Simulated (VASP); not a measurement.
From an Ansatz input to VASP: PbSe (rocksalt)

Ansatz input

```yaml
crystal:
  lattice:
    - [0.0, 3.0887022195, 3.0887022195]
    - [3.0887022195, 0.0, 3.0887022195]
    - [3.0887022195, 3.0887022195, 0.0]
  atoms:
    - { symbol: Pb, position: [0.0, 0.0, 0.0] }
    - { symbol: Se, position: [0.5, 0.5, 0.5] }
kpoints:
  mp_grid: { grid: [8, 8, 8] }
  band_path:
    path:
      - [0.0, 0.0, 0.0]
      - [0.5, 0.0, 0.5]
      - [0.625, 0.25, 0.625]
      - [0.375, 0.375, 0.75]
      - [0.5, 0.5, 0.5]
      - [0.5, 0.25, 0.75]
      - [0.0, 0.0, 0.5]
    npoints: 1
hamiltonian:
  xc: r2scan
scf:
  occupations: { method: fixed }
  n_extra_bands: 4
output:
  forces: true
  stress: true
  eigenvalues: true
```

Q: Which VASP files do the same job?

A: 

INCAR

```
SIGMA = 0.01
METAGGA = R2SCAN
IBRION = -1
ISMEAR = 0
LASPH = .TRUE.
LELF = .TRUE.
NBANDS = 17
PREC = Accurate
NSW = 0
LREAL = .FALSE.
LCHARG = .TRUE.
ISIF = 2
ENCUT = 520
ALGO = Normal
NELM = 120
LWAVE = .FALSE.
EDIFF = 1E-7
```

KPOINTS

```
KPOINTS created by Atomic Simulation Environment
0
Gamma
8 8 8
0 0 0
```

KPOINTS_OPT

```
special points
7
Reciprocal
0.0000000000 0.0000000000 0.0000000000 1
0.5000000000 0.0000000000 0.5000000000 1
0.6250000000 0.2500000000 0.6250000000 1
0.3750000000 0.3750000000 0.7500000000 1
0.5000000000 0.5000000000 0.5000000000 1
0.5000000000 0.2500000000 0.7500000000 1
0.0000000000 0.0000000000 0.5000000000 1
```

POSCAR

```
Pb Se
 1.0000000000000000
    -0.0000000000000000    3.0887022195350249    3.0887022195350249
     3.0887022195350249   -0.0000000000000000    3.0887022195350249
     3.0887022195350249    3.0887022195350249   -0.0000000000000000
 Pb  Se
   1   1
Cartesian
  0.0000000000000000  0.0000000000000000  0.0000000000000000
  3.0887022195350244  3.0887022195350244  3.0887022195350244
```

VASP ran with the recommended PBE PAW datasets (20 valence electrons in the cell). Other inputs would serve too.

|  | Ansatz | VASP |
| --- | --- | --- |
| gap between bands v and c | 0.66 eV | 0.67 eV |
| least direct gap | 0.66 eV | 0.67 eV |
| pressure | 0.0 GPa | 0.0 GPa |

Each program uses its own PAW datasets. VASP's cell holds 20 valence electrons and Ansatz's 30. Ansatz's stress includes a Pulay correction; VASP's doesn't.
